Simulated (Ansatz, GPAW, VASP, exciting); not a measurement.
## ZnSe: 5 runs at one level of theory

```xyz
2
Lattice="0.0000 2.8338 2.8338 2.8338 0.0000 2.8338 2.8338 2.8338 0.0000" Properties=species:S:1:pos:R:3 pbc="T T T"
Se    4.2507    4.2507    4.2507
Zn    0.0000    0.0000    0.0000
```

Alike in all runs: task single point; functional PBE; k mesh 8 × 8 × 8; occupations gaussian, width 0.011 eV; no spin polarisation; no spin-orbit coupling. Pressure is positive in compression and, in plane waves, holds the error of the finite cutoff, which Ansatz's Pulay term estimates and takes out.

| program and potentials | plane-wave cutoff (eV) | notes | band gap (eV) | pressure (GPa) |
| --- | --- | --- | --- | --- |
| Ansatz, Ansatz PAW | 420 | 14 valence electrons an atom on average; Pulay term of +0.05 GPa included | 1.29 | 2.10 |
| exciting, all-electron LAPW+lo, shipped species files, valence relativity iora* | - | - | 1.29 | - |
| Ansatz, all-electron LAPW, scalar-relativistic | - | - | 1.29 | 2.12 |
| VASP, PBE PAW files Se, Zn, 520 eV | 520 | 9 valence electrons an atom on average | 1.29 | 2.35 |
| GPAW, GPAW PAW data sets (gpaw-data 1.2.1) | 600 | 9 valence electrons an atom on average | 1.30 | 2.09 |

The band gap spans 1.29 (exciting, all-electron LAPW+lo, shipped species files, valence relativity iora*) to 1.30 eV (GPAW, GPAW PAW data sets (gpaw-data 1.2.1)), with all-electron results at 1.29. The pressure spans 2.09 (GPAW, GPAW PAW data sets (gpaw-data 1.2.1)) to 2.35 GPa (VASP, PBE PAW files Se, Zn, 520 eV), with all-electron results at 2.12. Spin-orbit coupling, left out here, moves the band edges of heavy atoms.

The functional is the same throughout but for its coding, so the spread measures potentials, basis and numerics; runs on potential files found faulty are left out.
